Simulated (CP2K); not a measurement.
Runs of CP2K 2026.2 on YN. It takes space group Fm-3m (No. 225, cubic). The conventional cell has a = 4.877 Å, b = 4.877 Å, c = 4.877 Å, α = 90.00°, β = 90.00°, γ = 90.00°. Y (site symmetry m-3m) is surrounded by 6 N at 2.44 Å. N (site symmetry m-3m) has 6 Y at 2.44 Å as nearest neighbours. 

```csv
level,potentials or basis,smearing,EPS_DEFAULT,NGRIDS,points a segment of the path (NPOINTS),bands added on the path,CUTOFF of the grids,gap on the mesh (eV),pressure (GPa)
r2SCAN,"POTENTIAL_UZH Y GTH-SCAN-q11, N GTH-SCAN-q5; TZVP-MOLOPT-SCAN-GTH basis",fermi-dirac 0.0259 eV,1.0E-9,4,6,4,675 Ry,0.59,2.6
PBE,"POTENTIAL_UZH Y GTH-PBE-q11, N GTH-PBE-q5; TZVP-MOLOPT-PBE-GTH basis",fermi-dirac 0.1 eV,1.0E-9,5,8,6,450 Ry,0.22,(a)
LDA,"GTH_POTENTIALS Y GTH-PADE-q11, N GTH-PADE-q5; TZVP-MOLOPT-PBE-GTH basis",fermi-dirac 0.01 eV,1.0E-10,4,8,6,450 Ry,0.12,-6.3
PBEsol,"POTENTIAL_UZH Y GTH-PBE-q11, N GTH-PBE-q5; TZVP-MOLOPT-PBE-GTH basis",fermi-dirac 0.1 eV,1.0E-9,5,10,2,450 Ry,(b),(c)
```

Alike in all rows: task band structure; no spin polarisation; cell as given; k mesh 9 × 9 × 9.

Question: Fill in the values left out.

Answer: (a) 3.7; (b) 0.13; (c) -0.6.

Caveats: the basis of atomic orbitals isn't converged, which shifts pressures, moduli and gaps; the potentials were made for another functional, which shifts forces and pressure (some runs).

A k mesh can miss the band edges, and the runs leave out spin-orbit coupling on Y.
